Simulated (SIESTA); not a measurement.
Sb:

```
Sb
1.0
     3.12240    0.00000    0.00000
     0.00000    4.34752    0.00000
    -0.03891    0.00000    4.40585
Sb
2
Direct
  0.01139 0.25000 0.24117
  0.98861 0.75000 0.75883
```

This isn't the form of Sb at room conditions, which is rhombohedral.

| Item | Value |
| --- | --- |
| Program | SIESTA 5.4.2 |
| Task | single point |
| Functional | PBE |
| Potentials or basis | PseudoDojo 0.4 standard (PBE files) |
| Basis | DZP (energy shift 0.003 Ry; two zetas on semicore shells) |
| Grid cutoff | 500 Ry |
| Energy shift | 0.003 Ry |
| k mesh | 9 × 6 × 6 |
| Occupations | fermi-dirac, width 0.05 eV |
| Spin | no spin polarisation |

On this cell: pressure 1.5 GPa; largest force 0.111 eV/Å; band gap on the k mesh none (metal or under the smearing width).

The same run follows on a disturbed copy (atoms moved at random, drawn with an rms of 0.05 Å):

```
Sb
1.0
     3.12240    0.00000    0.00000
     0.00000    4.34752    0.00000
    -0.03891    0.00000    4.40585
Sb
2
Direct
  0.01218 0.26149 0.24261
  0.00154 0.74648 0.76535
```

**Question.** What changes?

**Answer.** The energy (extrapolated to zero smearing) moves by +3.6 meV/atom; pressure 1.7 GPa; largest force 0.202 eV/Å; band gap on the k mesh none (metal or under the smearing width).

Forces on the atoms (eV/Å):
```
Sb  -0.010 -0.139  0.146
Sb   0.010  0.139 -0.146
```

Stress tensor (GPa, compression positive):
```
 2.12  0.01  0.07
 0.01  1.32 -0.50
 0.07 -0.50  1.62
```

Caveats: the basis of atomic orbitals isn't converged, which shifts pressures, moduli and gaps.
